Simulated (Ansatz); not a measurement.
Relaxed bulk GePt:

```yaml
crystal:
  lattice:
    - [5.74060, 0.00000, 0.00000]
    - [0.00000, 3.70034, 0.00000]
    - [0.00000, 0.00000, 6.09244]
  atoms:
    - { symbol: Ge, position: [0.81516, 0.75000, 0.58802] }
    - { symbol: Ge, position: [0.18484, 0.25000, 0.41198] }
    - { symbol: Ge, position: [0.68484, 0.25000, 0.08802] }
    - { symbol: Ge, position: [0.31516, 0.75000, 0.91198] }
    - { symbol: Pt, position: [0.99924, 0.75000, 0.19116] }
    - { symbol: Pt, position: [0.00076, 0.25000, 0.80884] }
    - { symbol: Pt, position: [0.50076, 0.25000, 0.69116] }
    - { symbol: Pt, position: [0.49924, 0.75000, 0.30884] }
```

Miller indices refer to the conventional cell of Pnma (No. 62), a = 5.741 Å, b = 3.700 Å, c = 6.092 Å, α = 90.00°, β = 90.00°, γ = 90.00°.

The (001) slab of 16 planes, 11.5 Å thick with 15 Å of vacuum as cut; outer planes Pt (top) and Pt (bottom).

Method: DFT PBEsol, scalar-relativistic, plane waves, PAW (Ansatz). Plane waves to 420 eV, a k mesh through Γ of 9×6×1 on the computed 16-atom cell and Gaussian smearing (0.10 eV); no spin polarisation. A dipole correction removes the field between periodic images along c.

Results for the relaxed slab:

For the relaxed slab, the surface energy (mean of both faces) is 1.81 J/m² and the work function is 4.76 eV.

Relaxation lowers the energy by 0.456 J/m² a face; the largest move is 0.429 Å.

```csv
plane (bottom to top),atoms,"spacing to next, bulk (Å)",relaxed (Å),change (%)
1,Pt,0.628,0.145,-76.9
2,Ge,1.073,0.969,-9.7
3,Ge,0.628,0.946,+50.5
4,Pt,0.717,0.552,-23.0
5,Pt,0.628,0.698,+11.0
6,Ge,1.073,1.052,-1.9
7,Ge,0.628,0.637,+1.4
8,Pt,0.717,0.723,+0.9
9,Pt,0.628,0.637,+1.4
10,Ge,1.073,1.052,-1.9
11,Ge,0.628,0.698,+11.0
12,Pt,0.717,0.552,-23.0
13,Pt,0.628,0.946,+50.5
14,Ge,1.073,0.969,-9.7
15,Ge,0.628,0.145,-76.9
16,Pt,,,
```

Spin-orbit coupling is left out, which matters for the bands of heavy elements.